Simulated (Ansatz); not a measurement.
The system is BAs.

```
As B
1.0
     0.00000    2.38850    2.38850
     2.38850    0.00000    2.38850
     2.38850    2.38850    0.00000
As B
1 1
Direct
  0.75000 0.75000 0.75000
  0.00000 0.00000 0.00000
```

```yaml
Program: Ansatz 0.2.0
Task: relaxation of cell and atoms
Functional: LDA
Potentials_or_basis: all-electron LAPW, scalar-relativistic
Basis_error_allowed: 0.001 eV/atom
k_mesh: 10 × 10 × 10
Occupations: fermi-dirac, width 0.05 eV
Spin: no spin polarisation
```

At the start: volume 13.63 Å³/atom.

Where does the relaxation end?

Over 4 steps the energy falls by 4.8 meV/atom and the volume is 13.24 Å³/atom (-2.8 %); space group F-43m (No. 216, to 0.05 Å).

The path:
```
step  energy change (eV)  largest force (eV/Å)  volume (Å³)
   1              0.0000                0.0000        27.25
   2             -0.0088                0.0000        26.70
   3             -0.0095                0.0000        26.48
   4             -0.0095                0.0000        26.48
```

Final structure:
```
CELL_PARAMETERS angstrom
0.00000 2.36584 2.36584
2.36584 0.00000 2.36584
2.36584 2.36584 0.00000
ATOMIC_POSITIONS crystal
As 0.75000 0.75000 0.75000
B 0.00000 0.00000 0.00000
```
